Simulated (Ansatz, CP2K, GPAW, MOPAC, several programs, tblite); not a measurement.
# PbS: cheap methods against density-functional theory

How much accuracy does each second buy? PbS is computed with 11 methods, from the cheapest up to r2SCAN.

Program: MOPAC, tblite, CP2K, GPAW, Ansatz (versions at each run). Level of theory: no spin polarisation, static lattice; gaps from single points on the cell relaxed beforehand with r²SCAN. These are calculated values, not measurements.

### Step 1. The system as given

Symmetry: P6_3/mmc, No. 194, hexagonal system. The conventional cell has a = 4.997 Å, b = 4.997 Å, c = 5.997 Å, α = 90.00°, β = 90.00°, γ = 120.00°. Pb (site symmetry -6m2) is surrounded by 5 S at 2.89 to 3.00 Å. S (site symmetry -6m2) has 5 Pb at 2.89 to 3.00 Å as nearest neighbours.

As a file:

```
Pb S
1.0
     4.99709    0.00000    0.00000
    -2.49854    4.32761    0.00000
     0.00000    0.00000    5.99707
Pb S
2 2
Direct
  0.33333 0.66667 0.25000
  0.66667 0.33333 0.75000
  0.66667 0.33333 0.25000
  0.33333 0.66667 0.75000
```

The structure type (flat hexagonal layers, h-BN or h-MgO type) is imposed and need not be the compound's stable one.

**Question.** The methods are PM6, PM7, GFN1-xTB (tblite), GFN2-xTB (tblite), PBE/DZVP, PBE/single-zeta, PBE/SZV, coarse PBE, GLLB-SC, PBE, r2SCAN. What gap does r2SCAN give on this cell, and which other methods (full PBE left aside) come nearest to r2SCAN and farthest in gap, volume and bulk modulus?

| quantity | value |
| --- | --- |
| r2SCAN | gap 1.72 eV, 32.42 Å³/atom, B₀ 45 GPa |
| gap: nearest and farthest of the other methods | coarse PBE (-0.30 eV), PM7 (+5.54 eV) |
| volume: nearest and farthest of the other methods | PBE/DZVP (+2.0 %), GFN1-xTB (tblite) (-11.3 %) |
| bulk modulus: nearest and farthest of the other methods | PBE/DZVP (-8 %), GFN1-xTB (tblite) (+111 %) |

What this shows: For the gap, of the 9 methods compared (full PBE left aside), coarse PBE comes nearest to r2SCAN and PM7 is farthest. For the volume, of the 4 methods compared (full PBE left aside), PBE/DZVP comes nearest to r2SCAN and GFN1-xTB (tblite) is farthest. For the bulk modulus, of the 4 methods compared (full PBE left aside), PBE/DZVP comes nearest to r2SCAN and GFN1-xTB (tblite) is farthest. A minimal basis or a coarse cutoff and mesh shifts results by its own error, so closeness to r2SCAN can be chance. Cluster runs see only the k-points that fold onto the zone centre, so their gaps can miss the band edges. GLLB-SC is compared with its derivative discontinuity added. No volume is given for PM6, GFN2-xTB (tblite), PBE/single-zeta, coarse PBE, which can hide a larger miss. CPU times run from 1 s (GFN1-xTB (tblite)) to 1.9 min (GLLB-SC). On this cell GLLB-SC cost more than r2SCAN itself (12 s), so it is no saving here. r2SCAN is a yardstick, not the truth: it usually gives gaps below the measured ones. Spin-orbit coupling is left out throughout.
